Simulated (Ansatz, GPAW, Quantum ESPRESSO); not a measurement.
# Simulated XPS, UPS and emission spectra of NaH, part 2 of 8

What would valence photoemission of NaH look like, and what sets its shape?

Ansatz 0.2.0, Quantum ESPRESSO 7.5 and GPAW 26.7.0; DFT, LDA, plane-wave PAW, default files, scalar-relativistic (the session's first sound run).

So far. Step 2 (Self-consistent run, DOS and bands): At this level the gap is 3.36 eV on the path. Step 3 (With PBEsol): At this level the gap is 3.52 eV on the path.

## (4) Quantum ESPRESSO: self-consistent run

This step: DFT, LDA, plane waves, ultrasoft GBRV pseudopotentials, scalar-relativistic (Quantum ESPRESSO 7.5).

The main run's cell is run in Quantum ESPRESSO, with other potentials, to see which digits hang on the program.

scf.in reads:

```
&control
  calculation = 'scf'
  prefix = 'pes'
  outdir = './tmp'
  pseudo_dir = './pp'
  tprnfor = .true.
  tstress = .true.
/
&system
  ibrav = 0
  nat = 2
  ntyp = 2
  ecutwfc = 40.0
  ecutrho = 200.0
  occupations = 'smearing'
  nbnd = 13
  smearing = 'fd'
  degauss = 0.00367
/
&electrons
  conv_thr = 1.2e-08
  mixing_beta = 0.5
  electron_maxstep = 120
/
ATOMIC_SPECIES
Na 22.9898 na_lda_v1.5.uspp.F.UPF
H 1.0080 h_lda_v1.4.uspp.F.UPF
CELL_PARAMETERS angstrom
 0.000000000 2.440000000 2.440000000
 2.440000000 0.000000000 2.440000000
 2.440000000 2.440000000 0.000000000
ATOMIC_POSITIONS crystal
Na 0.000000000 0.000000000 0.000000000
H 0.500000000 0.500000000 0.500000000
K_POINTS automatic
14 14 14 0 0 0
```

On the command line:

```sh
OMP_NUM_THREADS=1 mpirun -n 4 pw.x -nk 4 -in scf.in > scf.out
```

What it wrote:

```text
Program PWSCF v.7.5 starts

     This program is part of the open-source Quantum ESPRESSO suite
     for quantum simulation of materials; please cite
         "P. Giannozzi et al., J. Phys.:Condens. Matter 21 395502 (2009);
         "P. Giannozzi et al., J. Phys.:Condens. Matter 29 465901 (2017);
         "P. Giannozzi et al., J. Chem. Phys. 152 154105 (2020);
          URL
     in publications or presentations arising from this work. More details at

     Parallel version (MPI & OpenMP), running on       4 processor cores
     Number of MPI processes:                 4
     Threads/MPI process:                     1

     MPI processes distributed on     1 nodes
     660794 MiB available memory on the printing compute node when the environment starts

     Current dimensions of program PWSCF are:
     Max number of different atomic species (ntypx) = 10
     Max number of k-points (npk) =  40000
     Max angular momentum in pseudopotentials (lmaxx) =  4
     Message from routine setup:
     using ibrav=0 with symmetry is DISCOURAGED, use correct ibrav instead

     K-points division:     npool     =       4
     Subspace diagonalization in iterative solution of the eigenvalue problem:
     a serial algorithm will be used

     G-vector sticks info
     --------------------
     sticks:   dense  smooth     PW     G-vecs:    dense   smooth      PW
     Sum         583     475    151                 9377     6735    1243

     Using Slab Decomposition

     bravais-lattice index     =            0
     lattice parameter (alat)  =       6.5208  a.u.
     unit-cell volume          =     196.0632 (a.u.)^3
     number of atoms/cell      =            2
     number of atomic types    =            2
     number of electrons       =        10.00
     number of Kohn-Sham states=           13
     kinetic-energy cutoff     =      40.0000  Ry
     charge density cutoff     =     200.0000  Ry
     scf convergence threshold =      1.2E-08
     mixing beta               =       0.5000
     number of iterations used =            8  plain     mixing
     Exchange-correlation=  SLA  PZ   NOGX NOGC
                           (   1   1   0   0   0   0   0)

     celldm(1)=   6.520842  celldm(2)=   0.000000  celldm(3)=   0.000000
     celldm(4)=   0.000000  celldm(5)=   0.000000  celldm(6)=   0.000000

     crystal axes: (cart. coord. in units of alat)
               a(1) = (   0.000000   0.707107   0.707107 )
               a(2) = (   0.707107   0.000000   0.707107 )
               a(3) = (   0.707107   0.707107   0.000000 )

     reciprocal axes: (cart. coord. in units 2 pi/alat)
               b(1) = ( -0.707107  0.707107  0.707107 )
               b(2) = (  0.707107 -0.707107  0.707107 )
               b(3) = (  0.707107  0.707107 -0.707107 )

     PseudoPot. # 1 for Na read from file:
     ./pp/na_lda_v1.5.uspp.F.UPF
     Pseudo is Ultrasoft, Zval =  9.0
     Generated by new atomic code, or converted to UPF format
     Using radial grid of  819 points,  5 beta functions with:
                l(1) =   0
                l(2) =   0
                l(3) =   1
                l(4) =   1
                l(5) =   2
     Q(r) pseudized with  8 coefficients,  rinner =    1.250   1.250   1.250
                                                       1.250   1.250

     PseudoPot. # 2 for H  read from file:
     ./pp/h_lda_v1.4.uspp.F.UPF
     Pseudo is Ultrasoft, Zval =  1.0
     Generated by new atomic code, or converted to UPF format
     Using radial grid of  615 points,  2 beta functions with:
                l(1) =   0
                l(2) =   0
     Q(r) pseudized with  8 coefficients,  rinner =    0.700

     atomic species   valence    mass     pseudopotential
     Na                9.00    22.98980     Na( 1.00)
     H                 1.00     1.00800     H ( 1.00)

     48 Sym. Ops., with inversion, found

   Cartesian axes

     site n.     atom                  positions (alat units)
         1        Na     tau(   1) = (   0.0000000   0.0000000   0.0000000  )
         2        H      tau(   2) = (   0.7071068   0.7071068   0.7071068  )

     number of k points=   104  Fermi-Dirac smearing, width (Ry)=  0.0037

     Number of k-points >= 100: set verbosity='high' to print them.

     Dense  grid:     9377 G-vectors     FFT dimensions: (  30,  30,  30)

     Smooth grid:     6735 G-vectors     FFT dimensions: (  27,  27,  27)

     Estimated max dynamical RAM per process >      16.70 MB

     Estimated total dynamical RAM >      59.94 MB

     Initial potential from superposition of free atoms

     starting charge       9.9945, renormalised to      10.0000
     Starting wfcs are    6 randomized atomic wfcs +    7 random wfcs

     total cpu time spent up to now is        0.6 secs

     per-process dynamical memory:    17.0 Mb

     Self-consistent Calculation

     iteration #  1     ecut=    40.00 Ry     beta= 0.50
     Davidson diagonalization with overlap
     ethr =  1.00E-02,  avg # of iterations =  6.5

     Threshold (ethr) on eigenvalues was too large:
     Diagonalizing with lowered threshold

     Davidson diagonalization with overlap
     ethr =  8.31E-04,  avg # of iterations =  1.0

     total cpu time spent up to now is        1.5 secs

     total energy              =     -96.30445815 Ry
     estimated scf accuracy    <       0.08295081 Ry

     iteration #  2     ecut=    40.00 Ry     beta= 0.50
     Davidson diagonalization with overlap
     ethr =  8.30E-04,  avg # of iterations =  1.0

     total cpu time spent up to now is        1.8 secs

     total energy              =     -96.30968328 Ry
     estimated scf accuracy    <       0.00464103 Ry

     iteration #  3     ecut=    40.00 Ry     beta= 0.50
     Davidson diagonalization with overlap
     ethr =  4.64E-05,  avg # of iterations =  3.3

     total cpu time spent up to now is        2.1 secs

     total energy              =     -96.31027554 Ry
     estimated scf accuracy    <       0.00011119 Ry

     iteration #  4     ecut=    40.00 Ry     beta= 0.50
     Davidson diagonalization with overlap
     ethr =  1.11E-06,  avg # of iterations =  4.3

     total cpu time spent up to now is        2.5 secs

     total energy              =     -96.31028318 Ry
     estimated scf accuracy    <       0.00001411 Ry

     iteration #  5     ecut=    40.00 Ry     beta= 0.50
     Davidson diagonalization with overlap
     ethr =  1.41E-07,  avg # of iterations =  1.0

     total cpu time spent up to now is        2.8 secs

     total energy              =     -96.31028358 Ry
     estimated scf accuracy    <       0.00000002 Ry

     iteration #  6     ecut=    40.00 Ry     beta= 0.50
     Davidson diagonalization with overlap
     ethr =  1.81E-10,  avg # of iterations =  2.2

     total cpu time spent up to now is        3.1 secs

     End of self-consistent calculation

     Number of k-points >= 100: set verbosity='high' to print the bands.

     the Fermi energy is     1.8490 ev

!    total energy              =     -96.31028359 Ry
     estimated scf accuracy    <          3.2E-09 Ry
     smearing contrib. (-TS)   =      -0.00000000 Ry
     internal energy E=F+TS    =     -96.31028359 Ry

     The total energy is F=E-TS. E is the sum of the following terms:
     one-electron contribution =     -79.77394997 Ry
     hartree contribution      =      40.98283134 Ry
     xc contribution           =     -14.62394289 Ry
     ewald contribution        =     -42.89522208 Ry

     convergence has been achieved in   6 iterations

     Forces acting on atoms (cartesian axes, Ry/au):

     atom    1 type  1   force =    -0.00000000   -0.00000000    0.00000000
     atom    2 type  2   force =     0.00000000    0.00000000    0.00000000

     Total force =     0.000000     Total SCF correction =     0.000000

     Computing stress (Cartesian axis) and pressure

          total   stress  (Ry/bohr**3)                   (kbar)     P=      -25.73
  -0.00017489  -0.00000000  -0.00000000          -25.73       -0.00       -0.00
  -0.00000000  -0.00017489  -0.00000000           -0.00      -25.73       -0.00
  -0.00000000  -0.00000000  -0.00017489           -0.00       -0.00      -25.73

     XML data file, charge density, pseudopotentials, collected wavefunctions

     Called by init_run:

     Called by electrons:

     Called by c_bands:

     Called by *egterg:

     Called by h_psi:
                                        0.00s GPU  (     707 calls)

     General routines

     Parallel routines

=------------------------------------------------------------------------------=
   JOB DONE.
=------------------------------------------------------------------------------=
```

The job ended after 4.2 s (4 MPI ranks of Intel Xeon Platinum 8488C (Sapphire Rapids), shared host; 15 s of CPU time).

This step gave:

```
free energy       : -1310.3682 eV
Fermi energy      : 1.849 eV
pressure          : -2.573 GPa
gap on the k-mesh : 3.372 eV
```

At this level the gap is 3.37 eV on the k-mesh of the self-consistent run, which can miss the band edges.

(Part 2 of 8 ends here.)

[Logs are printed without paths, hosts, clocks, repeated set-up lines and the standing remarks that a program may print on its own settings, such as how far it seeks lower states.]

[Hosts, paths, dates, database ids (printed as entryN), source tags and the programs' standing remarks are cut or masked in the printed files.]

[Maps of the electrostatic potential energy from Ansatz leave out the sawtooth potential of an applied field or a dipole correction, so their vacuum need not be flat; work functions include it.]

[Peak lists hold at most the 14 tallest peaks of each spectrum; further lines can be left out.]
